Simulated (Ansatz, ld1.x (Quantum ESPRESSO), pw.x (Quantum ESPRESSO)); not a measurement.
# Equation-of-state test of one TM potential (niobium)

```
Element                 : Nb (Z = 41)
Generator               : ld1.x (Quantum ESPRESSO) 7.5
Type                    : norm-conserving Troullier–Martins (Kleinman–Bylander form)
Functional              : PBE
Relativity              : scalar-relativistic
Frozen core             : [Kr]
Valence charge          : 5
Reference configuration : 4d4 5s0 5p1
Partial waves           : 5p (bound): rc 4.20 bohr; 4d (bound): rc 2.40 bohr; 5s (bound, empty): rc 3.25 bohr
Local potential         : the s channel
Core correction         : Bessel-smoothed model core inside 1.95 bohr
```

Crystal test: sc Nb in pw.x 7.5, no spin, 12³ k-points, Fermi–Dirac smearing 0.01 Ry, cutoffs 50/200 Ry. The reference is all-electron LAPW (Ansatz 0.2.0) with the same functional, mesh and smearing; V0 and B0 come from Birch–Murnaghan fits to the pressures at five volumes. Errors are pseudo minus all-electron; Δ is the rms difference of the E(V) curves that follow from these fits, minima aligned, over ±6 % about the mean V0. Mesh and smearing are coarse, so the numbers serve the comparison and aren't converged zero-temperature values; the lattice is a test structure that the element need not adopt.

| V (Å³/atom) | P all-electron (GPa) | P pseudo (GPa) |
| --- | --- | --- |
| 18.931 | 9.21 | 16.00 |
| 19.429 | 5.10 | 11.32 |
| 19.927 | 1.47 | 7.18 |
| 20.425 | -1.75 | 3.50 |
| 20.923 | -4.59 | 0.23 |

All-electron: a0 = 2.721 Å (V0 = 20.15 Å³/atom), B0 = 130.8 GPa.

Pseudopotential: mean pressure error (GPa): +5.76. The pressure does not cross zero within the volumes sampled, so no fit is given. The largest radius (4.20 bohr) exceeds half the bond length (2.56 bohr), so the spheres overlap, which is one possible source of error among others. This is a poor potential for the solid.

At the middle volume, how do free energy and pressure move when the wave cutoff is lowered (ecutrho kept at four times it)?

| cutoff (Ry) | shift of F (meV/atom) | shift of P (GPa) |
| --- | --- | --- |
| 22 | +738.3 | -28.39 |
| 30 | +28.1 | -2.07 |
| 40 | +1.3 | +0.04 |

The run at the middle volume (84 k-points, 8 iterations) took about 5.3 s on one core of a shared host (Neoverse-V1, 32 threads, 247 GiB, load 9).
